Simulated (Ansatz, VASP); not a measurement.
# Two plane-wave programs on CoSi

```
Co Si
1.0
     0.00000    2.20838    2.20838
     2.20838    0.00000    2.20838
     2.20838    2.20838    0.00000
Co Si
1 1
Cartesian
  0.0000 0.0000 0.0000
  2.2084 2.2084 2.2084
```

Change from the starting cell: volume scaled by 0.88, PAW files.

Alike in both runs: task single point; functional PBEsol; k mesh 14 × 14 × 14; occupations fermi-dirac, width 0.05 eV; no spin polarisation.

|  | VASP | Ansatz |
| --- | --- | --- |
| version | VASP 6.6.1 | Ansatz 0.2.0 |
| potentials or method | VASP PAW PBE potentials, release 64 (Co, Si) | PAW with Ansatz's default frozen-core files, scalar-relativistic |
| plane-wave cutoff (eV) | 520 | 420 |
| valence electrons in the cell | 13 | 21 |

Ansatz gave:

```
pressure (GPa) : 30.0
```

Estimate VASP's values.

pressure (GPa): 30.6.

The two sets of potentials don't hold the same shells in valence.

Caveats: so large a pressure means that the cell lies far from this level's equilibrium, or that cutoff or potentials fall short (VASP); the potentials were made for another functional, which shifts forces and pressure (VASP). Spin polarisation is off, so any magnetic state and its effect on volume and gap are missing.
